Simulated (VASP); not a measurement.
Al, 20 atoms in the cell. The cell holds a slab with vacuum, 20 atoms: a = 3.867 Å, b = 10.231 Å, c = 32.606 Å, α = 90.00°, β = 90.00°, γ = 100.89°. The cell was built by a generator and needn't be a form met in nature.

- Program: VASP 6.6.1
- Task: work function
- Functional: PBE
- Potentials or basis: VASP PAW PBE potentials, release 64 (Al)
- Cutoff: 520 eV
- k mesh: 9 × 4 × 1
- Occupations: methfessel-paxton, width 0.1 eV
- Spin: no spin polarisation
- Dipole correction: yes
- Further INCAR settings: ALGO = Fast; EDIFF = 1e-06

Potentials or basis: VASP PAW PBE potentials, release 64 (Al).

Command:

```bash
$ cat potpaw_PBE.64/Al/POTCAR > POTCAR
$ mpirun -np 4 vasp_std > vasp.out
```

Hardware: 4 MPI ranks on Intel(R) Xeon(R) Platinum 8488C (Sapphire Rapids), on a shared host.

Q: Estimate the wall time of this run.

A: Wall time 13 min on 4 MPI ranks on Intel(R) Xeon(R) Platinum 8488C (Sapphire Rapids) (shared host), peak memory 1.5 GiB a rank. Counts: scf iterations 25, k points 19.
